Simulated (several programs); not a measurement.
SiO2 (from a published structure), relaxed with r2SCAN in Ansatz, was computed with several methods. The symmetry is P4_12_12 (No. 92, tetragonal); a = 4.979 Å, c = 6.915 Å in the conventional setting, 14.29 Å³ an atom. Si is surrounded by 4 O at 1.61 Å; O is surrounded by 2 Si at 1.61 Å. Spin-unpolarised calculation; the starting structure is a published one, and the numbers are computed.

```cif
data_structure
_symmetry_space_group_name_H-M 'P 1'
_symmetry_Int_Tables_number 1
_cell_length_a 4.9792
_cell_length_b 4.9792
_cell_length_c 6.9149
_cell_angle_alpha 90.000
_cell_angle_beta 90.000
_cell_angle_gamma 90.000
_cell_volume 171.43
loop_
_atom_site_label
_atom_site_type_symbol
_atom_site_fract_x
_atom_site_fract_y
_atom_site_fract_z
_atom_site_occupancy
Si1 Si 0.30246 0.30246 0.00000 1
Si2 Si 0.19754 0.80246 0.25000 1
Si3 Si 0.69754 0.69754 0.50000 1
Si4 Si 0.80246 0.19754 0.75000 1
O1 O 0.23817 0.10927 0.18145 1
O2 O 0.39073 0.73817 0.43145 1
O3 O 0.76183 0.89073 0.68145 1
O4 O 0.60927 0.26183 0.93145 1
O5 O 0.73817 0.39073 0.56855 1
O6 O 0.89073 0.76183 0.31855 1
O7 O 0.26183 0.60927 0.06855 1
O8 O 0.10927 0.23817 0.81855 1
```

Gaps and times are for a single point on this cell; volume and bulk modulus come from each method's own relaxation or energy curve at fixed shape, which is too stiff where a cell has free coordinates or axes. Times are rough, from shared hosts (Arm Neoverse V1; NVIDIA H100 80GB HBM3), and each method has its own mesh and cell size. A double dagger marks a value from a curve with shape and coordinates held. PM6 (MOPAC), PM7 (MOPAC), GFN1-xTB (tblite), GFN2-xTB (tblite) treat a cluster of cells at its zone centre, which samples few k points: where these miss a band edge, the gap comes out too large for that reason alone. Gaps from k meshes are read at a limited set of points (mesh, symmetry points, PBE's band edges), so each method's own least gap may be somewhat smaller. Force fields have no electrons; where one was fitted to this phase, its volume and modulus reflect the fit. xTB and the PM methods were fitted mostly to molecules, and can miss a solid's gap by electronvolts. Minimal bases can be far off for gaps. PBE/DZVP lies far from plane-wave PBE here, an effect of basis or sampling. Times of the plane-wave ladder aren't listed, since it ran on unlike processors and cards. GLLB-SC's gap includes the derivative discontinuity. d marks a direct gap, i an indirect one (no mark: not told apart), a dash a value that wasn't computed or didn't pass its checks.

| method | kind | gap (eV) | own volume (Å³/atom) | bulk modulus (GPa) | atoms computed | processor time |
| --- | --- | --- | --- | --- | --- | --- |
| PBEsol | semilocal | – | 14.83 | – | 12 | – |
| SiO.1997.vashishta (LAMMPS) | force field | – | 13.55 | 55‡ | 12 | 0.11 s |
| SiO.tersoff (LAMMPS) | force field | – | 15.31 | 142‡ | 12 | 0.12 s |
| non-self-consistent DFTB (CP2K) | tight binding | 12.92 i | – | – | 12 | 0.91 s |
| light PBE (260 eV and a coarse mesh) | light plane-wave | 5.61 d | – | – | 12 | 3.4 s |
| GFN1-xTB (tblite) | tight binding | 9.37 | 15.19‡ | 152‡ | cluster | 3.5 s |
| GFN2-xTB (tblite) | tight binding | 6.65 | 14.49‡ | 155‡ | cluster | 7.2 s |
| PM7 (MOPAC) | semi-empirical | 10.23 | 13.52‡ | 210‡ | cluster | 9.2 s |
| PM6 (MOPAC) | semi-empirical | 9.90 | – | – | cluster | 9.4 s |
| PBE/SZV (CP2K) | small basis | 6.61 d | – | – | 12 | 15 s |
| LDA | semilocal | 5.48 d | 14.04 | – | 12 | – |
| PBE | semilocal | 5.73 d | 15.29 | 156‡ | 12 | – |
| PBE/DZVP (CP2K) | small basis | 7.13 d | 14.72‡ | 152‡ | 12 | 35 s |
| HSE06 | hybrid | 7.51 d | – | – | 12 | – |
| r2SCAN | semilocal | 6.35 d | 14.29 | 177‡ | 12 | – |
| GLLB-SC (GPAW) | model potential | 9.67 | – | – | 12 | 2.6 min |
| PBE0 | hybrid | 8.28 d | – | – | 12 | – |
| DDH-PBE0 | hybrid | 10.24 d | – | – | 12 | – |
| r2SCAN0 | hybrid | 8.63 d | – | – | 12 | – |

Question: How far from the measured values lie the methods that can be set against them?

Answer:
- Volume, measured 14.4 Å³ an atom: PBEsol +3.0 %, SiO.1997.vashishta (LAMMPS) -5.9 %, SiO.tersoff (LAMMPS) +6.3 %, LDA -2.5 %, PBE +6.2 %, r2SCAN -0.8 %.
The calculations are for a static lattice; samples hold vibrations, temperature and, in optical gaps, excitons. A measured value is shown where most reports agree with it, and only for the quantities listed. Sources: 14.4 Å³ an atom (338.15 K; Crystallography Open Database).
